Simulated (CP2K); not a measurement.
ZnSe (Stilleite):

```
CELL_PARAMETERS angstrom
4.00760 0.00000 0.00000
2.00380 3.47068 0.00000
2.00380 1.15689 3.27219
ATOMIC_POSITIONS crystal
Se 0.75000 0.75000 0.75000
Zn 0.00000 0.00000 0.00000
```

Base run:

* Program: CP2K 2026.2
* Functional: PBEsol
* Potentials or basis: POTENTIAL_UZH Se GTH-PBE-q6, Zn GTH-PBE-q12; TZVP-MOLOPT-PBE-GTH basis
* Density cutoff: 6123 eV
* k mesh: 8 × 8 × 8
* Occupations: fermi-dirac, width 0.0259 eV
* Spin: no spin polarisation

Its results: band gap on the k mesh 1.08 eV, direct; pressure 0.0 GPa.

The run is repeated on the same cell with these changes: functional from PBEsol to PBE; ngrids from 4 to 5. What comes out?

Band gap on the k mesh 1.26 eV, direct; pressure 2.7 GPa.

Caveats: the basis of atomic orbitals isn't converged, which shifts pressures, moduli and gaps; the potentials were made for another functional, which shifts forces and pressure (some runs).

Not every run made on this cell is shown here.
